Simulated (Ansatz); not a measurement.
C4H6 can be A, `C=C1CC1`, or B, `CC1C=C1`.

Program: Ansatz. Geometries: PBE0-D4/def2-TZVP. ΔE: electronic, gas phase. CBS: MP2 limit from def2 TZ/QZ plus the TZ coupled-cluster correction, frozen cores. Functionals use def2-TZVPP. B3LYP here is the variant with VWN-RPA as its local correlation; programs differ in this.

A:

Z-matrix (Å, degrees):
```
C
C 1 1.458
C 1 1.528 2 58.4
H 1 1.085 2 118.7 3 106.6
H 1 1.085 2 118.7 3 -106.6
C 2 1.314 1 148.4 3 180.0
H 3 1.085 1 117.7 2 108.3
H 3 1.085 1 117.7 2 -108.3
H 6 1.085 2 121.2 1 0.0
H 6 1.085 2 121.2 1 -180.0
```

B:

```xyz
10

C    -0.2742   -0.1232    1.2468
C     0.2769   -0.4253   -0.1250
C     0.6819    0.6622   -1.0717
C    -0.4076    0.0413   -1.3727
H    -0.9635   -0.9060    1.5780
H     0.5266   -0.0564    1.9898
H    -0.8156    0.8261    1.2469
H     0.8275   -1.3688   -0.1713
H     1.4022    1.4321   -1.2934
H    -1.2542   -0.0821   -2.0273
```

Question: Which isomer does CCSD(T)/CBS put lower? Give the gap. (An estimate is asked.)

Answer: Ansatz gave: A, by 61.1 kJ/mol.

Question: Give E(B) − E(A) in kJ/mol with B3LYP, CCSD(T)/def2-SVP, PBE-D4, r2SCAN-D4, MP2/def2-TZVPP, LDA (SPW92), CCSD(T)/def2-TZVPP. (Estimate.)

Answer: Ansatz gave: B3LYP 70.0, CCSD(T)/def2-SVP 59.5, PBE-D4 68.9, r2SCAN-D4 70.5, MP2/def2-TZVPP 59.3, LDA (SPW92) 71.6, CCSD(T)/def2-TZVPP 62.9. None reverses the order clearly.

Question: Does the order hold for the free energy at 298.15 K (harmonic terms from PBE0-D4)? (An estimate is asked.)

Answer: Ansatz gave: Yes: G(B) − G(A) = +55.6 kJ/mol.

Largest T1 diagnostic: 0.010.

In def2-TZVPP, CCSD(T) changes the Hartree–Fock value by −7.1 kJ/mol (the triples alone add −1.2 kJ/mol) and MP2 by −10.7 kJ/mol. Leaving LDA and LC-ωPBE aside and taking each functional with its dispersion term where it has one, the values, not all of them listed here, spread over 5.5 kJ/mol, from ωB97M-V to r2SCAN-D4.
